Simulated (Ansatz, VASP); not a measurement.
**Two plane-wave programs on ZnS (Wurtzite-2H)**

```xyz
4
Lattice="3.8067 0.0000 0.0000 -1.9033 3.2967 0.0000 0.0000 0.0000 6.2416" Properties=species:S:1:pos:R:3 pbc="T T T"
Zn    0.0000    2.1978    0.0326
Zn    1.9033    1.0989    3.1534
S     0.0000    2.1978    2.3704
S     1.9033    1.0989    5.4912
```

Alike in both runs: functional PBE; k mesh 9 × 9 × 6; occupations gaussian, width 0.02 eV; no spin polarisation.

Ansatz relaxed the structure, and its values are those at the end. VASP's run is a single point on that final structure, the one shown.

|  | VASP | Ansatz |
| --- | --- | --- |
| version | VASP 6.6.1 | Ansatz 0.2.0 |
| potentials or method | VASP PAW PBE potentials, release 64 (Zn, S) | scalar-relativistic, plane waves, PAW |
| plane-wave cutoff (eV) | 520 | 420 |
| valence electrons in the cell | 36 | 36 |

|  | VASP | Ansatz | Ansatz less VASP |
| --- | --- | --- | --- |
| gap on the k mesh at the Fermi level (eV) | 2.22 | 2.21 | -0.005 |
| least direct gap on the mesh (eV) | 2.22 | 2.21 | -0.005 |
| pressure (GPa) | 2.4 | 2.2 | -0.16 |
| rms of the force components (eV/Å) | 0.004 | 0.004 | -0.0003 |

With one functional, cell and mesh, what is left measures potentials, basis and numerics.
